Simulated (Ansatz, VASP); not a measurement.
## Bi in VASP and in Ansatz

```
Bi
1.0
    -1.86653    1.86653    1.86653
     1.86653   -1.86653    1.86653
     1.86653    1.86653   -1.86653
Bi
1
Direct
  0.00000 0.00000 0.00000
```

This isn't the form of Bi at room conditions, which is rhombohedral.

Alike in both runs: functional LDA; k mesh 16 × 16 × 16; occupations gaussian, width 0.1 eV; no spin polarisation.

Ansatz relaxed the structure, and its values are those at the end. VASP's run is a single point on that final structure, the one shown.

|  | VASP | Ansatz |
| --- | --- | --- |
| version | VASP 6.6.1 | Ansatz 0.2.0 |
| potentials or method | VASP PAW LDA potentials, release 64 (Bi_d) | scalar-relativistic, plane waves, PAW |
| plane-wave cutoff (eV) | 520 | 420 |
| valence electrons in the cell | 15 | 15 |

VASP gave:

```
gap on the k mesh at the Fermi level (eV) : none
pressure (GPa)                            : 10.3
```

Problem. Which values does Ansatz return?

Solution. gap on the k mesh at the Fermi level (eV): none; pressure (GPa): 10.1.

A gap of «none» marks a metal or a gap that the smearing closes.

Caveats: spin-orbit coupling is left out, which moves the levels of the heavy elements.
